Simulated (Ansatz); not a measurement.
Ansatz input

```yaml
crystal:
  lattice:
    - [4.0907012105, 0.0, 0.0]
    - [-2.0453506052, 3.5426511676, 0.0]
    - [0.0, 0.0, 2.5700970271]
  atoms:
    - { symbol: Ru, position: [1.0, 1.0, 0.0], spin: 1.0 }
    - { symbol: Ru, position: [0.3333333333, 0.6666666667, 0.5], spin: 1.0 }
    - { symbol: Ru, position: [0.6666666667, 0.3333333333, 0.5], spin: 1.0 }
hamiltonian:
  xc: pbe
  pseudopotentials:
    kind: paw
    azcp:
      Ru: "pseudopotentials/Ru.paw.azcp"
basis:
  ecutwfc: 420
  fft_grid_basis: typed
kpoints:
  mp_grid: { grid: [11, 11, 15], shift: [0, 0, 0] }
magnetization:
  spin_polarized: true
scf:
  occupations: { method: fermi_dirac, width: 0.05 }
output:
  stress: true
```

and its output:

```
Engine: ansatz 0.2.0, aarch64-unknown-linux-gnu
Pseudopotentials: kind: paw
Pseudopotential: Ru, paw, valence charge 16, recommended cutoff 420 eV (normal) 
Functional definition: PBE
  parameter kappa = 0.804
  parameter beta = 0.06672455060314922
  exchange = pbe_x(kappa = kappa, mu = beta*pi^2/3)
  correlation = pbe_c(beta = beta)
Crystal: 3 atoms, lattice volume = 37.246 Å³
Basis set: ecut = 420 eV, 717 PW (Γ)
Bands: 31, of which v1, the nominal top of the filled ones, is band 24 counted from 1 (23 counted from 0)
Symmetry: 24 space group operations
Space group: P6/mmm (ITA 191), of the structure as read, at distance tolerance 3.3e-5 Å
Magnetic group: BNS 191.233 (UNI 1463), of the structure as read, at distance tolerance 3.3e-5 Å
k-points: 128 of 1815
Non-local potential: Ru, projectors of the file, l = 0: 3, l = 1: 2, l = 2: 2, l = 3: 1
PAW form: soft (Blöchl's): semilocal exchange-correlation on the pseudo side does not see the compensation charge
PAW one-centre angular grid: Ru, 590 points (default); XC on 64 Gauss nodes
Initial density: superposition of atomic densities (chi_scale 0.1, normalization cell)
Starting moments: Σ|m| = 3 μB on 3 of 3 sites
Initial wavefunctions: pseudopotential atomic-orbital guess
Functional: x = pbe(κ = 0.804, μ = 0.2195149727645171), c = pbe(β = 0.06672455060314922)
SCF iter   1: F=—  HF=-17638.282955 eV  |F-HF|=—  |Δ(HF+E_count)|=         —  Δρ=1.02e-1 (↑1.02e-1 ↓4.62e-2)  dr2=4.93e0  dr2_m=8.86e-1  M=0.305 μB ∫|m|=0.305 μB  β_m=0.30  ethr=3.10e-3  ⟨swp⟩=5.3  Hψ=31497  notcnv=0
Mixer restart at iter 1: flushing history
SCF iter   2: F=—  HF=-17635.795318 eV  |F-HF|=—  |Δ(HF+E_count)|=    2.49e0  Δρ=7.04e-2 (↑7.04e-2 ↓3.26e-2)  dr2=2.18e0  dr2_m=4.60e-1  M=0.239 μB ∫|m|=0.239 μB  β_m=0.61  ethr=3.10e-3  ⟨swp⟩=2.9  Hψ=14473  notcnv=0  defer=181
SCF iter   3: F=—  HF=-17634.596314 eV  |F-HF|=—  |Δ(HF+E_count)|=    1.20e0  Δρ=6.44e-3 (↑5.96e-3 ↓6.44e-3)  dr2=8.01e-3  dr2_m=7.70e-3  M=0.044 μB ∫|m|=0.045 μB  β_m=0.80  ethr=3.10e-3  ⟨swp⟩=2.4  Hψ=14352  notcnv=0  defer=181
SCF iter   4: F=—  HF=-17634.591923 eV  |F-HF|=—  |Δ(HF+E_count)|=   4.39e-3  Δρ=2.18e-3 (↑1.92e-3 ↓2.18e-3)  dr2=9.32e-3  dr2_m=5.63e-5  M=0.004 μB ∫|m|=0.006 μB  β_m=0.66  ethr=1.67e-5  ⟨swp⟩=2.1  Hψ=17808  notcnv=0  defer=149
SCF iter   5: F=—  HF=-17634.591349 eV  |F-HF|=—  |Δ(HF+E_count)|=   5.74e-4  Δρ=1.91e-3 (↑1.91e-3 ↓1.58e-3)  dr2=8.02e-3  dr2_m=3.89e-5  M=0.003 μB ∫|m|=0.005 μB  β_m=0.47  ethr=1.67e-5  ⟨swp⟩=2.0  Hψ=13828  notcnv=0  defer=149
SCF iter   6: F=—  HF=-17634.590678 eV  |F-HF|=—  |Δ(HF+E_count)|=   6.71e-4  Δρ=8.44e-4 (↑8.44e-4 ↓6.40e-4)  dr2=1.33e-3  dr2_m=1.56e-5  M=0.002 μB ∫|m|=0.003 μB  β_m=0.64  ethr=1.67e-5  ⟨swp⟩=1.0  Hψ=7936  notcnv=0  defer=149
SCF iter   7: F=—  HF=-17634.590559 eV  |F-HF|=—  |Δ(HF+E_count)|=   1.19e-4  Δρ=2.15e-4 (↑2.15e-4 ↓1.34e-4)  dr2=6.44e-5  dr2_m=2.66e-6  M=0.001 μB ∫|m|=0.001 μB  β_m=0.77  ethr=2.76e-6  ⟨swp⟩=1.8  Hψ=8405  notcnv=0  defer=149
SCF iter   8: F=—  HF=-17634.590556 eV  |F-HF|=—  |Δ(HF+E_count)|=   2.94e-6  Δρ=3.58e-5 (↑3.58e-5 ↓1.24e-5)  dr2=7.38e-7  dr2_m=1.12e-7  M=0.000 μB ∫|m|=0.000 μB  β_m=0.82  ethr=1.34e-7  ⟨swp⟩=2.1  Hψ=9879  notcnv=0  defer=149
SCF iter   9: F=—  HF=-17634.590556 eV  |F-HF|=—  |Δ(HF+E_count)|=   1.27e-7  Δρ=6.87e-6 (↑6.87e-6 ↓3.25e-6)  dr2=3.13e-8  dr2_m=5.45e-9  M=0.000 μB ∫|m|=0.000 μB  β_m=0.90  ethr=1.54e-9  ⟨swp⟩=2.0  Hψ=13813  notcnv=0  defer=149
SCF iter  10: F=—  HF=-17634.590556 eV  |F-HF|=—  |Δ(HF+E_count)|=   3.74e-9  Δρ=5.46e-7 (↑3.04e-7 ↓5.46e-7)  dr2=2.31e-10  dr2_m=2.59e-11  M=0.000 μB ∫|m|=0.000 μB  β_m=0.89  ethr=6.53e-11  ⟨swp⟩=2.1  Hψ=13199  notcnv=0  defer=149
SCF iter  11: F=-17634.590556 eV  HF=-17634.590556 eV  |F-HF|=3.24e-10  |Δ(HF+E_count)|=  8.37e-11  Δρ=3.83e-7 (↑3.43e-7 ↓3.83e-7)  dr2=3.56e-10  dr2_m=3.11e-13  M=-0.000 μB ∫|m|=0.000 μB  ethr=1.00e-12  ⟨swp⟩=1.0  Hψ=18728  notcnv=0
SCF 1 converged in 11 iterations: F = -17634.590556 eV  dr2 = 3.56e-10
WARN: the starting moments were not kept: the SCF closed with an absolute magnetisation of 7.3e-7 μB, where they sum to 3 μB in size (3 sites). That is at most 0.1 of that sum. Measured as dr2_m measures the in/out step, that magnetisation stands 1.4e-13 eV from none, at or under the dr2_threshold of 1.0e-7 eV: it is no larger than a step whose dr2_m would equal this threshold. The system may hold no moment; this SCF shows only that its start led to no more than that. To try another start: raise the starting moments (crystal.atoms[].spin, magnetization.per_species, magnetization.initial_magnetization, or on a non-collinear deck that types none of these the spinor_matrix: blocks that start its atoms; where the total moment is fixed, keep their sum and leave initial_magnetization as it is; typed ones take the place of any that the run laid by itself, positive ones on a crystal's lanthanoids without a Hubbard term where scf.initial_density.shell_occupations: [] is typed) or, if the notice of its spin-set hold's release reads "site moments contracting" or "site moments show no strong build", lengthen the hold (scf.mixing.spin_hold: { on: { confirm: 4 } }; for m-r²SCAN on two components see the key's manual first). Each may lead to a state that holds a moment. A second SCF, from the converged charge density, with the starting moments and any scf.initial_density.shell_occupations laid on it anew, would have followed, and was not run: the deck does not ask for one (magnetization.retry_lost_moments is false, the default). To let it run, set magnetization.retry_lost_moments: true and run the deck again, where that key's refused combinations let it; where memory then withholds it, that run's warning says so.
SCF converged after 11 iterations
Magnetization: -0.0000 μB (24.0000 up, 24.0000 down)
Absolute magnetization: 0.0000 μB (∫|ρ↑−ρ↓|, with the PAW one-centre terms)
Spin contamination: 0.0000 ħ² per cell (⟨S²⟩ above its minimum at these occupations)
Per-site moments (μB) at R_I (Å): [(-4.6528389185886576e-7, 1.06016502367875), (3.852087765854557e-8, 0.9742290710879036), (3.852087765854557e-8, 0.9742290710879036)]
Free energy (F): -17634.590556 eV
Harris-Foulkes:  -17634.590556 eV  (|F-HF|=3.24e-10)
Internal energy: -17634.566246 eV  (E = F + TS)
E sigma→0 (E₀):  -17634.578401 eV
Entropy (-TS):   -0.024310 eV (-8.103 meV/atom)
Fermi energy:    26.436161 eV
--- Per-component energies (eV) ---
  E_band       = -41.741870
  E_kinetic    = 1559.397713
  E_local      = -3523.854072  (includes V_loc(G=0)·N_el)
  E_nonlocal   = 1032.757811
  E_hartree    = 1141.217000
  E_xc         = -576.947202
  E_vxc        = -724.887027  (∫ρ·V_xc dr)
  E_paw        = -10384.109345  (= ΣΔE_a)
  E_vpaw       = -667.589755  (= ΣTr[D̂ρ^β])
  E_aug_tail   = -0.000589  (compensation charges beyond the density's cutoff)
  E_ewald      = -6883.027563
  E_smearing   = -0.024310  (= −TS)
  E_closure    = 0.000000  (closes the sum)
  Σ components = -17634.590556   (vs F -17634.590556, Δ=0.00e0)
--- Stress (GPa, compression-positive) ---
       52.882570       0.000000       0.000000
        0.000000      52.882570       0.000000
        0.000000       0.000000      47.139968
  P = ⅓ Tr σ = 50.9684 GPa (509.684 kbar)
```
